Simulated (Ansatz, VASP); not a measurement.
One calculation of InAs, two programs

The input INCAR:

```
SYSTEM = InAs
ALGO = Normal ; EDIFF = 1E-6
ENCUT = 520 ; GGA = PE
ISIF = 2 ; ISMEAR = 0
LASPH = .True. ; LCHARG = .False.
LREAL = .False. ; LWAVE = .False.
NBANDS = 16 ; NELM = 60
PREC = Accurate ; SIGMA = 0.1
```

Contents of KPOINTS:

```
k-points
0
Gamma
  12 12 12
  0 0 0
```

POSCAR

```
InAs
1.0
    0.0000000000      2.9688610681      2.9688610681
    2.9688610681      0.0000000000      2.9688610681
    2.9688610681      2.9688610681      0.0000000000
In As
1 1
Direct
    0.7500000000      0.7500000000      0.7500000000
    0.0000000000      0.0000000000      0.0000000000
```

Input for Ansatz:

```yaml
crystal:
  lattice:
    - [0.0, 2.9688610681, 2.9688610681]
    - [2.9688610681, 0.0, 2.9688610681]
    - [2.9688610681, 2.9688610681, 0.0]
  atoms:
    - { symbol: In, position: [0.75, 0.75, 0.75] }
    - { symbol: As, position: [0.0, 0.0, 0.0] }
basis:
  ecutwfc: 420
kpoints:
  mp_grid: { grid: [12, 12, 12] }
  band_path: { path: [VBM, CBM], npoints: 2 }
hamiltonian:
  xc: pbe
scf:
  occupations: { method: gaussian, width: 0.1 }
output:
  forces: true
  stress: true
  eigenvalues: true
checkpoint:
  read: start.run
  write: ck
  compress: false
  write_wavefunctions: false
  write_every: 100000
```

Alike in both runs: task single point; functional PBE; k mesh 12 × 12 × 12; occupations gaussian, width 0.1 eV; no spin polarisation.

```csv
,VASP,Ansatz
version,VASP 6.6.1,Ansatz 0.2.0
potentials or method,"VASP PAW PBE potentials, release 64 (In_d, As)","scalar-relativistic, plane waves, PAW"
plane-wave cutoff (eV),520,420
valence electrons in the cell,18,28
```

|  | VASP | Ansatz | Ansatz less VASP |
| --- | --- | --- | --- |
| gap on the k mesh at the Fermi level (eV) | 0.09 | 0.08 | -0.004 |
| least direct gap on the mesh (eV) | 0.09 | 0.08 | -0.004 |
| pressure (GPa) | 8.1 | 8.0 | -0.08 |

With one functional, cell and mesh, what is left measures potentials, basis and numerics. The two sets of potentials don't hold the same shells in valence.

Caveats: spin-orbit coupling is left out, which moves the levels of the heavy elements.
